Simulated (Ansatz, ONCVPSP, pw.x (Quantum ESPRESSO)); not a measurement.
## pw.x on sc P: one setting changed

Potential: optimised norm-conserving Vanderbilt (ONCV), ONCVPSP 4.0.1, PBE; core [Ne], reference 3s2 3p2.5; waves: 3s: rc 1.30 bohr, ncon 3, nbas 7, qcut 5.6 1/bohr, 2 projectors, debl 2.8 Ha; 3p: rc 1.50 bohr, ncon 4, nbas 7, qcut 5.9 1/bohr, 2 projectors, debl 1.7 Ha; d scattering state at 0.11 Ha: rc 1.65 bohr, ncon 5, nbas 8, qcut 6.2 1/bohr, 2 projectors, debl 1.5 Ha; local part: polynomial inside 1.20 bohr (lpopt 5, dvloc0 0 Ha); core correction: Teter function, fcfact 3.75, rcfact 1.55.

The reference run (k-mesh 13³, cutoffs 50/200 Ry, Fermi–Dirac 0.01 Ry, mixing_beta 0.4, conv_thr 1e-9, no spin) gives -0.38 GPa at 14.621 Å³/atom, where all-electron LAPW gives 0.27 GPa. This run, with its own iteration cap, changes nbnd to 15.

```
&control
  calculation='scf', prefix='x', pseudo_dir='./', outdir='./tmp', tstress=.true., disk_io='none'
/
&system
  ibrav=0, nat=1, ntyp=1, ecutwfc=50, ecutrho=200, nbnd=15,
  occupations='smearing', smearing='fd', degauss=0.01
/
&electrons
  conv_thr=1e-09, mixing_beta=0.4, electron_maxstep=70
/
ATOMIC_SPECIES
P 1.0 P.UPF
CELL_PARAMETERS angstrom
  2.44526365 0.00000000 0.00000000
  0.00000000 2.44526365 0.00000000
  0.00000000 0.00000000 2.44526365
ATOMIC_POSITIONS crystal
P 0.0000 0.0000 0.0000
K_POINTS automatic
13 13 13 0 0 0
```

```bash
pw.x < P.scf.in > P.scf.out
```

Problem. How does the run end?

Solution. It converges in 6 iterations; the free energy moves by +0.0 meV/atom and the pressure by +0.00 GPa. The result is that of the reference run.

```
Message from routine setup:
     using ibrav=0 with symmetry is DISCOURAGED, use correct ibrav instead
     lattice parameter (alat)  =       4.6209  a.u.
     unit-cell volume          =      98.6674 (a.u.)^3
     number of electrons       =         5.00
     number of Kohn-Sham states=           15
     kinetic-energy cutoff     =      50.0000  Ry
     charge density cutoff     =     200.0000  Ry
     scf convergence threshold =      1.0E-09
     Exchange-correlation= PBE
     number of k points=    84  Fermi-Dirac smearing, width (Ry)=  0.0100
     iteration #  1     ecut=    50.00 Ry     beta= 0.40
     total energy              =     -14.43724450 Ry
     estimated scf accuracy    <       0.01230377 Ry
     iteration #  2     ecut=    50.00 Ry     beta= 0.40
     total energy              =     -14.43643855 Ry
     estimated scf accuracy    <       0.00355608 Ry
     iteration #  3     ecut=    50.00 Ry     beta= 0.40
     total energy              =     -14.43669706 Ry
     estimated scf accuracy    <       0.00006107 Ry
     iteration #  4     ecut=    50.00 Ry     beta= 0.40
     total energy              =     -14.43670132 Ry
     estimated scf accuracy    <       0.00000043 Ry
     iteration #  5     ecut=    50.00 Ry     beta= 0.40
     total energy              =     -14.43670151 Ry
     estimated scf accuracy    <       0.00000002 Ry
     iteration #  6     ecut=    50.00 Ry     beta= 0.40
     the Fermi energy is    11.0289 ev
!    total energy              =     -14.43670152 Ry
     estimated scf accuracy    <          3.9E-10 Ry
     smearing contrib. (-TS)   =      -0.00128662 Ry
     The total energy is F=E-TS. E is the sum of the following terms:
     one-electron contribution =       5.40430375 Ry
     hartree contribution      =       0.42262726 Ry
     xc contribution           =      -4.91192375 Ry
     ewald contribution        =     -15.35042215 Ry
     convergence has been achieved in   6 iterations
          total   stress  (Ry/bohr**3)                   (kbar)     P=       -3.73
     Message from routine punch:
     Nothing written, as per user request (disk_io='none')
```

The run took about 6.6 s on one core of a shared host (Intel(R) Xeon(R) CPU @ 2.60GHz, 96 threads, 756 GiB, load 13).
